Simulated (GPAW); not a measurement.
The system is BN.

```
N B
1.0
     2.55394    0.00000    0.00000
    -1.27697    2.21178    0.00000
     0.00000    0.00000    4.22685
N B
2 2
Direct
  0.33333 0.66667 0.12528
  0.66667 0.33333 0.62528
  0.33333 0.66667 0.49972
  0.66667 0.33333 0.99972
```

Measurements of this composition are mostly on another form, of space group No. 194.

Base run:

* Program: GPAW 26.7.0
* Functional: r2SCAN
* Potentials or basis: GPAW PAW data sets (gpaw-data 1.2.1)
* Cutoff: 800 eV
* Basis: pw
* k mesh: 10 × 10 × 5
* Occupations: fermi-dirac, width 0.05 eV
* Spin: no spin polarisation

Its results: band gap on the k mesh 5.94 eV, indirect (least direct gap 8.93 eV); pressure -5.9 GPa; largest force 0.028 eV/Å.

**Question.** The run is repeated on the same cell with these changes: functional from r2SCAN to LDA; potentials or basis from GPAW PAW data sets (gpaw-data 1.2.1) to the program's PAW data sets (release 1.2.1) made for this functional. What comes out?

**Answer.** Band gap on the k mesh 5.18 eV, indirect (least direct gap 8.11 eV); pressure -15.0 GPa; largest force 0.022 eV/Å.

Caveats: the mesh misses the band edges, which the band path finds closer together; the PAW data sets were made with another functional, which shifts forces and pressure a little (some runs).
